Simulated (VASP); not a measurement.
# GaAs (F-43m) in VASP: a series of runs

Runs on GaAs. Level: PBEsol. Tasks: phonons, dielectric tensor.

All numbers are computed with VASP 6.6.1; they aren't measurements. Logs are shortened: lines on timing, memory, paths and dates and some standing lists are left out, and cuts for length are marked.

**Measured values to compare with.**

From “Evidence of valence band perturbations in GaAsN/GaAs(001): A combined variable-angle spectroscopic ellipsometry and modulated photoreflectance investigation”, 2008, arxiv:0805.2212, for a bulk crystal of GaAs at 300 K: band gap 1.418 ± 0.005 eV (direct).

From a printed reference work, textbook, for a bulk crystal of GaAs at 300 K: high-frequency dielectric constant 10.89.

The results are compared with them further down.

**1. The crystal as given**

Symmetry: F-43m, No. 216, cubic system. The conventional cell has a = 5.663 Å, b = 5.663 Å, c = 5.663 Å, α = 90.00°, β = 90.00°, γ = 90.00°. Around Ga (site symmetry -43m) lie 4 As at 2.45 Å. Around As (site symmetry -43m) lie 4 Ga at 2.45 Å.

**2. Phonons, PBEsol**

File POSCAR:

```
GaAs
1.0
    0.0000000000      2.8313993253      2.8313993253
    2.8313993253      0.0000000000      2.8313993253
    2.8313993253      2.8313993253      0.0000000000
  Ga              As
     1     1
Direct
     0.0000000000000000    0.0000000000000000    0.0000000000000000
     0.2500000000000000    0.2500000000000000    0.2500000000000000
```

File INCAR.step1:

```
SYSTEM = GaAs
ALGO = Normal
EDIFF = 1E-8
EDIFFG = -0.002
ENCUT = 600
GGA = PS
IBRION = 2
ISIF = 3
ISMEAR = 0
LASPH = .True.
LCHARG = .False.
LREAL = .False.
LWAVE = .False.
NELM = 80
NSW = 40
PREC = Accurate
SIGMA = 0.03
```

File INCAR.step2:

```
SYSTEM = GaAs
ALGO = Normal
EDIFF = 1E-8
ENCUT = 600
GGA = PS
IBRION = 6
ISIF = 2
ISMEAR = 0
LASPH = .True.
LCHARG = .False.
LREAL = .False.
LWAVE = .False.
NELM = 80
NFREE = 2
NSW = 1
POTIM = 0.015
PREC = Accurate
SIGMA = 0.03
```

File KPOINTS:

```
k-points
0
Gamma
  10 10 10
  0 0 0
```

Potentials or basis: VASP PAW PBE potentials, release 64 (Ga_d, As).

Started as:

```bash
$ cat potpaw_PBE.64/Ga_d/POTCAR potpaw_PBE.64/As/POTCAR > POTCAR
$ cp INCAR.step1 INCAR
$ mpirun -np 1 vasp_std > vasp.out
$ cp CONTCAR POSCAR
$ cp INCAR.step2 INCAR
$ mpirun -np 1 vasp_std > vasp.out
```

OUTCAR:

```text
SYSTEM = GaAs
   EDIFF = 1E-8
   ENCUT = 600
   GGA = PS
   IBRION = 6
   ISIF = 2
   ISMEAR = 0
   LASPH = .True.
   LREAL = .False.
   NELM = 80
   NFREE = 2
   NSW = 1
   POTIM = 0.015
   PREC = Accurate

 ion  position               nearest neighbor table
   1  0.000  0.000  0.000-   2 2.45   2 2.45   2 2.45   2 2.45
   2  0.250  0.250  0.250-   1 2.45   1 2.45   1 2.45   1 2.45

  LATTYP: Found a face centered cubic cell.
 ALAT       =     5.6627986506

  Lattice vectors:

 A1 = (   0.0000000000,   2.8313993253,   2.8313993253)
 A2 = (   2.8313993253,   0.0000000000,   2.8313993253)
 A3 = (   2.8313993253,   2.8313993253,   0.0000000000)

Analysis of symmetry for initial positions (statically):
=====================================================================
 Subroutine PRICEL returns:
 Original cell was already a primitive cell.

 Routine SETGRP: Setting up the symmetry group for a
 face centered cubic supercell.

 Subroutine GETGRP returns: Found 24 space group operations
 (whereof 24 operations were pure point group operations)
 out of a pool of 48 trial point group operations.

The static configuration has the point symmetry T_d .

Analysis of symmetry for dynamics (positions and initial velocities):
=====================================================================
 Subroutine PRICEL returns:
 Original cell was already a primitive cell.

 Routine SETGRP: Setting up the symmetry group for a
 face centered cubic supercell.

 Subroutine GETGRP returns: Found 24 space group operations
 (whereof 24 operations were pure point group operations)
 out of a pool of 48 trial point group operations.

The dynamic configuration has the point symmetry T_d .

 Subroutine INISYM returns: Found 24 space group operations
 (whereof 24 operations are pure point group operations),
 and found     1 'primitive' translations

----------------------------------------------------------------------------------------

                                     Primitive cell

  volume of cell :      45.3976

  direct lattice vectors                    reciprocal lattice vectors
     0.000000000  2.831399325  2.831399325    -0.176591128  0.176591128  0.176591128
     2.831399325  0.000000000  2.831399325     0.176591128 -0.176591128  0.176591128
     2.831399325  2.831399325  0.000000000     0.176591128  0.176591128 -0.176591128

  length of vectors
     4.004203326  4.004203326  4.004203326     0.305864805  0.305864805  0.305864805

  position of ions in fractional coordinates (direct lattice)
     0.000000000  0.000000000  0.000000000
     0.250000000  0.250000000  0.250000000

  ion indices of the primitive-cell ions
   primitive index   ion index
                 1           1
                 2           2

----------------------------------------------------------------------------------------

 KPOINTS: k-points

Automatic generation of k-mesh.
 Grid dimensions read from file:
 generate k-points for:   10   10   10

 Generating k-lattice:

  Cartesian coordinates                     Fractional coordinates (reciprocal lattice)
    -0.017659113  0.017659113  0.017659113     0.100000000  0.000000000  0.000000000
     0.017659113 -0.017659113  0.017659113     0.000000000  0.100000000  0.000000000
     0.017659113  0.017659113 -0.017659113     0.000000000  0.000000000  0.100000000

  Length of vectors
     0.030586481  0.030586481  0.030586481

  Shift w.r.t. Gamma in fractional coordinates (k-lattice)
     0.000000000  0.000000000  0.000000000

 Subroutine IBZKPT returns following result:
 ===========================================

 Found     47 irreducible k-points:

 Following reciprocal coordinates:
            Coordinates               Weight
  0.000000  0.000000  0.000000      1.000000
  0.100000  0.000000  0.000000      8.000000
  0.200000  0.000000  0.000000      8.000000
  0.300000  0.000000  0.000000      8.000000
  0.400000  0.000000  0.000000      8.000000
  0.500000  0.000000  0.000000      4.000000
[... 16 lines left out ...]
  0.300000  0.300000  0.000000      6.000000
  0.400000  0.300000  0.000000     24.000000
 [... further k-points ...]
   k-points           NKPTS =     47   k-points in BZ     NKDIM =     47   number of bands    NBANDS=     13
   number of dos      NEDOS =    301   number of ions     NIONS =      2
   total plane-waves  NPLWV =  32768
   dimension x,y,z NGX =    32 NGY =   32 NGZ =   32
   dimension x,y,z NGXF=    64 NGYF=   64 NGZF=   64
   ions per type =               1   1
   NGX,Y,Z   is equivalent  to a cutoff of  13.29, 13.29, 13.29 a.u.
   NGXF,Y,Z  is equivalent  to a cutoff of  26.57, 26.57, 26.57 a.u.
 SYSTEM =  GaAs
   PREC   = accura    normal or accurate (medium, high low for compatibility)
   ISTART =      0    job   : 0-new  1-cont  2-samecut
   ICHARG =      2    charge: 1-file 2-atom 10-const
   ISPIN  =      1    spin polarized calculation?
   LNONCOLLINEAR =      F non collinear calculations
   LSORBIT =      F    spin-orbit coupling
   LASPH  =      T    aspherical Exc in radial PAW
   ENCUT  =  600.0 eV  44.10 Ry    6.64 a.u.   8.00  8.00  8.00*2*pi/ulx,y,z
   NELM   =     80;   NELMIN=  2; NELMDL=  0     # of ELM steps
   EDIFF  = 0.1E-07   stopping-criterion for ELM
   LREAL  =      F    real-space projection
   EDIFFG = 0.1E-06   stopping-criterion for IOM
   NSW    =     61    number of steps for IOM
   IBRION =      6    ionic relax: 0-MD 1-quasi-New 2-CG
   NFREE  =      2    steps in history (QN), initial steepest desc. (CG)
   ISIF   =      2    stress and relaxation
   ISYM   =      2    0-nonsym 1-usesym 2-fastsym
   POTIM  = 0.0150    time-step for ionic-motion
   TEBEG  =    0.0;   TEEND  =   0.0 temperature during run
   PSTRESS=    0.0 pullay stress
   NELECT =      18.0000    total number of electrons
   NUPDOWN=      -1.0000    fix difference up-down
   EMIN   =  10.00;   EMAX   =-10.00  energy-range for DOS
   EFERMI =   0.00;   METHOD = LEGACY
   ISMEAR =     0;   SIGMA  =   0.03  broadening in eV -4-tet -1-fermi 0-gaus
   EFERMI_NEDOS =   21; number of points for ismear=-14 and -15
   IALGO  =     38    algorithm
   IMIX   =      4    mixing-type and parameters
     AMIX     =   0.40;   BMIX     =  1.00
     AMIX_MAG =   1.60;   BMIX_MAG =  1.00
  volume/ion in A,a.u.               =      22.70       153.18
  Fermi-wavevector in a.u.,A,eV,Ry     =   1.202692  2.272759 19.680404  1.446469
  Thomas-Fermi vector in A             =   2.338467
   LORBIT       =      0    0 simple, 1 ext, 2 COOP (PROOUT), +10 PAW based schemes
   GGA     = PS    functional components
   LHFCALC =     F    Hartree Fock is set to
   AEXX    =    0.0000 exact exchange contribution
   IVDW    =     0    specifies the selected vdW correction
   LEPSILON=     F    determine dielectric tensor
   LRPA    =     F    only Hartree local field effects (RPA)
 finite differences with symmetry
 non-spin polarized calculation
 Gauss-broadening in eV      SIGMA  =   0.03
  energy-cutoff  :      600.00
  volume of cell :       45.40
 maximum number of plane-waves:      1528
   NGX = 15   NGY = 15   NGZ = 15

--------------------------------------- Ionic step        1  -------------------------------------------

 number of electron      18.0000010 magnetization

 Free energy of the ion-electron system (eV)
  ---------------------------------------------------
  ext. energy  EPLUGINS =         0.00000000
  ---------------------------------------------------
  free energy    TOTEN  =        -9.09148427 eV

  energy without entropy =       -9.09148427  energy(sigma->0) =       -9.09148427

------------------------ aborting loop because EDIFF is reached ----------------------------------------

  FORCE on cell =-STRESS in cart. coord.  units (eV):
  Direction    XX          YY          ZZ          XY          YZ          ZX
  --------------------------------------------------------------------------------------
  -------------------------------------------------------------------------------------
  Total        0.0008813      0.0008813      0.0008813      0.0000000      0.0000000     -0.0000000
  in kB        0.0311013      0.0311013      0.0311013      0.0000000      0.0000000     -0.0000000
  external PRESSURE =       0.0311013 kB  Pullay stress =       0.0000000 kB
[... 129 lines left out ...]
  energy  without entropy=       -9.0904521219  energy(sigma->0) =       -9.09045212

--------------------------------------- Ionic step        5  -------------------------------------------

 number of electron      18.0000010 magnetization

 Free energy of the ion-electron system (eV)
  ---------------------------------------------------
  ext. energy  EPLUGINS =         0.00000000
  ---------------------------------------------------
  free energy    TOTEN  =        -9.09045226 eV

  energy without entropy =       -9.09045226  energy(sigma->0) =       -9.09045226

 E-fermi :   3.9500     XC(G=0):  -9.7513

 val. band max:        3.8042313113   @ k =   0.0000   0.0000   0.0000
 cond. band min:       4.1788870272   @ k =   0.0000   0.0000   0.0000
 fundamental gap:      0.3746557159
 Fermi energy:         3.9500459103

 k-point     1 :       0.0000    0.0000    0.0000
  band No.  band energies     occupation
      1     -11.0090      2.00000
      2     -11.0075      2.00000
      3     -11.0055      2.00000
      4     -10.9284      2.00000
      5     -10.9284      2.00000
      6      -8.9589      2.00000
      7       3.7122      2.00000
      8       3.7592      2.00000
      9       3.8042      2.00000
     10       4.1789      0.00000
     11       7.4181      0.00000
     12       7.4478      0.00000
     13       7.4797      0.00000
[... 353 lines left out ...]
 k-point    24 :       0.4000    0.3000    0.0000
  band No.  band energies     occupation
      1     -11.0993      2.00000
      2     -10.9711      2.00000
      3     -10.9698      2.00000
      4     -10.9461      2.00000
      5     -10.9189      2.00000
      6      -7.2240      2.00000
      7      -1.9344      2.00000
      8       1.1779      2.00000
      9       1.5058      2.00000
     10       5.5191      0.00000
     11       6.5304      0.00000
     12      10.9896      0.00000
     13      11.6492      0.00000

 [... further k-points ...]

------------------------ aborting loop because EDIFF is reached ----------------------------------------

  FORCE on cell =-STRESS in cart. coord.  units (eV):
  Direction    XX          YY          ZZ          XY          YZ          ZX
  --------------------------------------------------------------------------------------
  -------------------------------------------------------------------------------------
  Total        0.0022671      0.0045880      0.0045880      0.0000000      0.1079354      0.0000000
  in kB        0.0800091      0.1619200      0.1619200      0.0000000      3.8092647      0.0000000
  external PRESSURE =       0.1346163 kB  Pullay stress =       0.0000000 kB
[... 17 lines left out ...]
  FREE ENERGIE OF THE ION-ELECTRON SYSTEM (eV)
  ---------------------------------------------------
  free  energy   TOTEN  =        -9.0904522620 eV

  energy  without entropy=       -9.0904522620  energy(sigma->0) =       -9.09045226

 INTERNAL STRAIN TENSORS FROM DISPLACED ATOMS
 ============================================

 INTERNAL STRAIN TENSOR FOR ION    1 for displacements in x,y,z  (eV/Angst):
          X           Y           Z          XY          YZ          ZX
  --------------------------------------------------------------------------------
  x     0.00000    -0.00000    -0.00000     0.00000     7.19967     0.00000
  y    -0.00000     0.00000    -0.00000     0.00000     0.00000     7.19967
  z    -0.00000    -0.00000     0.00000     7.19967     0.00000     0.00000

 INTERNAL STRAIN TENSOR FOR ION    2 for displacements in x,y,z  (eV/Angst):
          X           Y           Z          XY          YZ          ZX
  --------------------------------------------------------------------------------
  x     0.00000     0.00000     0.00000     0.00000    -7.19108     0.00000
  y    -0.00000    -0.00000    -0.00000     0.00000     0.00000    -7.19108
  z     0.00000     0.00000     0.00000    -7.19108     0.00000     0.00000

 Eigenvectors and eigenvalues of the dynamical matrix
 ----------------------------------------------------

   1 f  =    7.882398 THz    49.526569 2PiTHz  262.928506 cm-1    32.598965 meV
             X         Y         Z           dx          dy          dz
      0.000000  0.000000  0.000000     0.720139    0.000000    0.000000
      1.415700  1.415700  1.415700    -0.693830    0.000000    0.000000

   2 f  =    7.882398 THz    49.526569 2PiTHz  262.928506 cm-1    32.598965 meV
             X         Y         Z           dx          dy          dz
      0.000000  0.000000  0.000000    -0.000000   -0.000000    0.720139
      1.415700  1.415700  1.415700     0.000000   -0.000000   -0.693830
[... 11 lines left out ...]
   5 f/i=    0.004954 THz     0.031125 2PiTHz    0.165235 cm-1     0.020487 meV
             X         Y         Z           dx          dy          dz
      0.000000  0.000000  0.000000     0.452551    0.267947    0.452551
      1.415700  1.415700  1.415700     0.469711    0.278106    0.469711

   6 f/i=    0.004954 THz     0.031125 2PiTHz    0.165235 cm-1     0.020487 meV
             X         Y         Z           dx          dy          dz
      0.000000  0.000000  0.000000     0.400212   -0.562799   -0.066990
      1.415700  1.415700  1.415700     0.415387   -0.584139   -0.069530

 ELASTIC MODULI CONTR FROM IONIC RELAXATION (kBar)
 Direction    XX          YY          ZZ          XY          YZ          ZX
 --------------------------------------------------------------------------------
 XX          -0.0000     -0.0000     -0.0000      0.0000      0.0000      0.0000
 YY          -0.0000     -0.0000     -0.0000      0.0000      0.0000     -0.0000
 ZZ          -0.0000     -0.0000     -0.0000      0.0000      0.0000      0.0000
 XY           0.0000      0.0000      0.0000   -199.0246     -0.0000     -0.0000
 YZ           0.0000      0.0000      0.0000     -0.0000   -199.0246     -0.0000
 ZX           0.0000     -0.0000      0.0000     -0.0000     -0.0000   -199.0246
 --------------------------------------------------------------------------------
```

Wall time 94 s (1 thread of Intel Xeon 6975P-C (Granite Rapids), shared host); peak memory 0.35 GiB.

Results:

- Highest phonon frequency at Γ, LO-TO splitting left out: 263 cm⁻¹

Phonon frequencies in cm⁻¹ (negative: imaginary):
```csv
q point,frequencies
"(0.000, 0.000, 0.000)",0 0 0 263 263 263
```

Caveat: the PAW data sets were made with another functional, which shifts forces and pressure a little.

(Continued in part 2 of 2.)
